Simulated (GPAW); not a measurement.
Runs of GPAW 26.7.0 on KBr. Symmetry: Fm-3m, No. 225, cubic system. The conventional cell has a = 6.600 Å, b = 6.600 Å, c = 6.600 Å, α = 90.00°, β = 90.00°, γ = 90.00°. Around Br (site symmetry m-3m) lie 6 K at 3.30 Å. K (site symmetry m-3m) has 6 Br at 3.30 Å as nearest neighbours. 

| task | level | potentials or basis | spin | cell | k mesh | cutoff (eV) | eigensolver | maxiter | optimizer | fmax | max steps | other keys | gap on the mesh (eV) | pressure (GPa) | relaxed volume (Å³/atom) |
| --- | --- | --- | --- | --- | --- | --- | --- | --- | --- | --- | --- | --- | --- | --- | --- |
| relaxation of cell and atoms | BLYP+D4 | PAW data sets generated in the run's folder for this functional, pw | off | relaxed to -2 GPa | 7 × 7 × 7 | 600 | davidson | 150 | BFGS | 0.02 eV/Å | 100 | - | (c) | -1.9 | - |
| band structure | r2SCAN | GPAW PAW data sets (gpaw-data 1.2.1), pw | SOC, no magnetisation | as given | 5 × 5 × 5 | 600 | - | 150 | - | - | - | - | (a) | 0.0 | - |
| relaxation of cell and atoms | revPBE+D3(BJ) | the program's PAW data sets (release 1.2.1) made for this functional, pw | off | relaxed | 7 × 7 × 7 | 600 | - | 150 | BFGS | 0.05 eV/Å | 60 | - | 4.73 | 0.1 | - |
| one-shot levels on a semilocal density | r2SCAN | GPAW PAW data sets (gpaw-data 1.2.1), pw | off | as given | 4 × 4 × 4 | 450 | - | 50 | - | - | - | several, not listed | 5.08 | - | - |
| relaxation of cell and atoms | PBEsol+D3(BJ) | PAW data sets generated in the run's folder for this functional, pw | off | relaxed | 7 × 7 × 7 | 600 | - | 150 | BFGS | 0.02 eV/Å | 60 | - | 4.51 | 0.0 | (b) |
| relaxation of cell and atoms | RPBE+D3(BJ) | the program's PAW data sets (release 1.2.1) made for this functional, pw | off | relaxed | 7 × 7 × 7 | 600 | - | 150 | LBFGS | 0.02 eV/Å | 60 | - | 5.67 | 0.0 | 27.24 |
| relaxation of cell and atoms | revPBE+D4 | the program's PAW data sets (release 1.2.1) made for this functional, pw | off | relaxed to 20 GPa | 7 × 7 × 7 | 600 | - | 150 | LBFGS | 0.01 eV/Å | 40 | - | 5.10 | 20.0 | - |
| band structure | r2SCAN | GPAW PAW data sets (gpaw-data 1.2.1), pw | off | as given | 7 × 7 × 7 | 600 | - | 150 | - | - | - | - | 5.08 | 0.0 | - |

Alike in all rows: smearing fermi-dirac 0.05 eV.

Fill in the values left out.

(a) 4.91; (b) 33.02; (c) 3.89.

Caveats: later steps reuse the first step's grids (some runs); an odd mesh through Γ misses points on the zone boundary, where band edges often lie (some runs); the volume moved by over 15 % at a fixed basis, so the end points are rough (some runs); the PAW data sets were made with another functional, which shifts forces and pressure a little (some runs); spin-orbit coupling was added after a scalar SCF, so levels and gaps hold it while energy, forces, pressure and moments don't (some runs); this program's spin-orbit splittings come out too wide for heavy elements (some runs); the relaxation stopped at its first step, so nothing moved (some runs).

A k mesh can miss the band edges, and rows without SOC leave out spin-orbit coupling on Br.

Runs at the PBE level aren't shown here.
